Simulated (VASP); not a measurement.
## SiC: relaxation of the atoms with r2SCAN

Crystal: SiC.

```
Si C
1.0
     0.00000    1.97185    1.97185
     1.97185    0.00000    1.97185
     1.97185    1.97185    0.00000
Si C
1 1
Direct
  0.00000 0.00000 0.00000
  0.50000 0.50000 0.50000
```

The cell was built by a generator and needn't be a form met in nature.

The cell isn't the ideal one: a relaxed cell with its volume scaled by 0.94.

* Program: VASP 6.6.1
* Task: relaxation of the atoms
* Functional: r2SCAN
* Potentials or basis: VASP PAW PBE potentials, release 64 (Si, C)
* Cutoff: 600 eV
* k mesh: 12 × 12 × 12
* Occupations: gaussian, width 0.03 eV
* Spin: no spin polarisation
* Further INCAR settings: ALGO = Normal; EDIFF = 1e-07; IBRION = 2; EDIFFG = -0.01; NSW = 40

```
Pressure after relaxing : 19.3 GPa
Band gap on the k mesh  : none (metal or under the smearing width)
```

Final structure:
```
Si C
1.0
     0.00000    1.97185    1.97185
     1.97185    0.00000    1.97185
     1.97185    1.97185    0.00000
Si C
1 1
Cartesian
  0.0000 0.0000 0.0000
  1.9719 1.9719 1.9719
```

Levels at points of the mesh, in eV from the Fermi level:
```csv
k point,band 2,band 3,band 4,band 5,band 6,band 7
"(0.00, 0.00, 0.00)",-0.05,-0.05,-0.05,9.37,9.37,9.37
"(0.50, 0.00, 0.00)",-12.72,-1.43,-1.43,6.00,6.00,6.93
"(0.50, 0.50, 0.00)",-11.05,-4.95,-4.95,-0.20,2.54,17.18
```

Wall time 19 s on 1 thread of Intel(R) Xeon(R) 6975P-C (Granite Rapids), with other jobs on the host, peak memory 0.14 GiB.

Caveat: the relaxation stopped at its first step, so nothing moved; the PAW data sets were made with another functional, which shifts forces and pressure a little.
